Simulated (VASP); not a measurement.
Wanted: the native input for a VASP 6.6.1 run.

```
Task                   : relaxation of cell and atoms
Functional             : PBEsol
Potentials or basis    : VASP PAW PBE potentials, release 64 (Mg, O)
Cutoff                 : 600 eV
k mesh                 : 8 × 8 × 8
Occupations            : gaussian, width 0.02 eV
Spin                   : no spin polarisation
Ladder                 : gaps
Further INCAR settings : ALGO = Normal; EDIFF = 1e-06; IBRION = 2; EDIFFG = -0.005; NSW = 40; ISIF = 3
```

The structure of MgO2 lies in POSCAR:

```
MgO2
1.0
    1.6047610160      0.9265092046      3.4939788749
   -1.6047610160      0.9265092046      3.4939788749
    0.0000000000     -1.8530184092      3.4939788749
Mg O
1 2
Direct
    0.0000000000      0.0000000000      0.0000000000
    0.5712140000      0.5712140000      0.5712140000
    0.4287860000      0.4287860000      0.4287860000
```

The cell comes from a database or a generator and needn't be the stable form of this composition.

One way to write it, as run:

INCAR

```
SYSTEM = MgO2
PREC = Accurate ; ENCUT = 600
EDIFF = 1E-6 ; ISMEAR = 0
SIGMA = 0.02 ; LREAL = .FALSE.
LASPH = .TRUE. ; NELM = 100
ALGO = Normal ; ISIF = 3
LWAVE = .FALSE. ; LCHARG = .FALSE.
GGA = PS ; IBRION = 2
NSW = 40 ; EDIFFG = -0.005
```

KPOINTS

```
regular mesh
0
G
  8 8 8
  0 0 0
```

Potentials or basis: VASP PAW PBE potentials, release 64 (Mg, O).

Launch:

```sh
$ cat potpaw_PBE.64/Mg/POTCAR potpaw_PBE.64/O/POTCAR > POTCAR
$ mpirun -np 1 vasp_std > vasp.out
```

It gave:

```
Relaxed volume                         : 9.96 Å³/atom
Relaxed cell                           : a = 3.908 Å, b = 3.908 Å, c = 3.908 Å, α = 47.69°, β = 47.69°, γ = 47.69°
Space group after relaxing (to 0.05 Å) : R-3m (No. 166)
Energy gained by relaxing              : 6.9 meV/atom
Ionic steps                            : 8
Pressure after relaxing                : 0.1 GPa
Largest force after relaxing           : 0.005 eV/Å
Band gap on the k mesh                 : 2.40 eV, direct
```

Caveat: the PAW data sets were made with another functional, which shifts forces and pressure a little.

Wall time 84 s on 1 thread of Intel(R) Xeon(R) Platinum 8488C (Sapphire Rapids) (shared host), peak memory 0.2 GiB.
